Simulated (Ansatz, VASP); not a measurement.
# One calculation of Rh, two programs

```xyz
3
Lattice="4.5870 0.0000 0.0000 -2.2935 3.9725 0.0000 0.0000 0.0000 2.8176" Properties=species:S:1:pos:R:3 pbc="T T T"
Rh    0.0000    0.0000    0.0000
Rh    0.0000    2.6483    1.4088
Rh    2.2935    1.3242    1.4088
```

Alike in both runs: task single point; functional BLYP; k mesh 9 × 9 × 13; occupations fermi-dirac, width 0.1 eV; no spin polarisation.

|  | VASP | Ansatz |
| --- | --- | --- |
| version | VASP 6.6.1 | Ansatz 0.2.0 |
| potentials or method | VASP PAW PBE potentials, release 64 (Rh_pv) | plane waves (420 eV) with PAW, scalar-relativistic |
| plane-wave cutoff (eV) | 520 | 420 |
| valence electrons in the cell | 45 | 51 |

VASP gave:

| Property | Result |
| --- | --- |
| pressure (GPa) | -16.3 |
| largest component of the traceless stress (GPa) | 0.48 |

Problem. What did Ansatz give for the same quantities?

Solution. Pressure (GPa): -16.6; largest component of the traceless stress (GPa): 0.53.

The two sets of potentials don't hold the same shells in valence.

Caveats: so large a pressure means that the cell lies far from this level's equilibrium, or that cutoff or potentials fall short (VASP); the potentials were made for another functional, which shifts forces and pressure (VASP).
